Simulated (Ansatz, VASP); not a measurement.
One calculation of TePb, two programs

INCAR

```
  PREC = Accurate
  ENCUT = 600
  EDIFF = 1E-7
  ISMEAR = -1
  SIGMA = 0.05
  LREAL = False
  LASPH = True
  NELM = 60
  ALGO = Normal
  ISIF = 3
  LWAVE = False
  LCHARG = False
  GGA = PS
  IVDW = 13
  IBRION = 2
  NSW = 80
  EDIFFG = -0.02
```

File KPOINTS:

```
regular mesh
0
Gamma
  7 7 7
```

File POSCAR:

```
TePb
1.0
    0.0000000000      3.2310000000      3.2310000000
    3.2310000000      0.0000000000      3.2310000000
    3.2310000000      3.2310000000      0.0000000000
Pb Te
1 1
Direct
    0.0000000000      0.0000000000      0.0000000000
    0.5000000000      0.5000000000      0.5000000000
```

The input input.yaml:

```yaml
crystal:
  lattice:
    - [0.0, 3.231, 3.231]
    - [3.231, 0.0, 3.231]
    - [3.231, 3.231, 0.0]
  atoms:
    - { symbol: Pb, position: [0.0, 0.0, 0.0] }
    - { symbol: Te, position: [0.5, 0.5, 0.5] }
kpoints:
  mp_grid: { grid: [7, 7, 7] }
scf:
  occupations: { method: fermi_dirac, width: 0.05 }
hamiltonian:
  xc: pbesol
  dispersion: d4
  pseudopotentials: { kind: all_electron, lapw: { basis_error: 0.001 } }
output:
  forces: true
  stress: true
relax:
  f_tol: 0.02
  max_steps: 60
  cell: {}
```

Alike in both runs: task relaxation of cell and atoms; functional PBEsol; dispersion D4; k mesh 7 × 7 × 7; occupations fermi-dirac, width 0.05 eV; no spin polarisation.

```csv
,VASP,Ansatz
version,VASP 6.6.1,Ansatz 0.2.0
potentials or method,"VASP PAW PBE potentials, release 64 (Pb_d, Te)","all-electron LAPW, scalar-relativistic"
plane-wave cutoff (eV),600,see its input
```

VASP gave:

| Item | Value |
| --- | --- |
| relaxed volume (Å³/atom) | 32.60 |
| relaxed cell length with the largest relative difference (Å) | 4.518 |
| energy change over the relaxation (meV/atom) | -5 |

What did Ansatz give for the same quantities?

Relaxed volume (Å³/atom): 32.62; relaxed cell length with the largest relative difference (Å): 4.519; energy change over the relaxation (meV/atom): -5.

Ansatz ran all-electron here, so the differences hold the error of VASP's frozen core and of both bases.

Caveats: the PAW data sets were made with another functional, which shifts forces and pressure a little (VASP). Spin-orbit coupling is left out, which matters for the levels of Pb, Te.
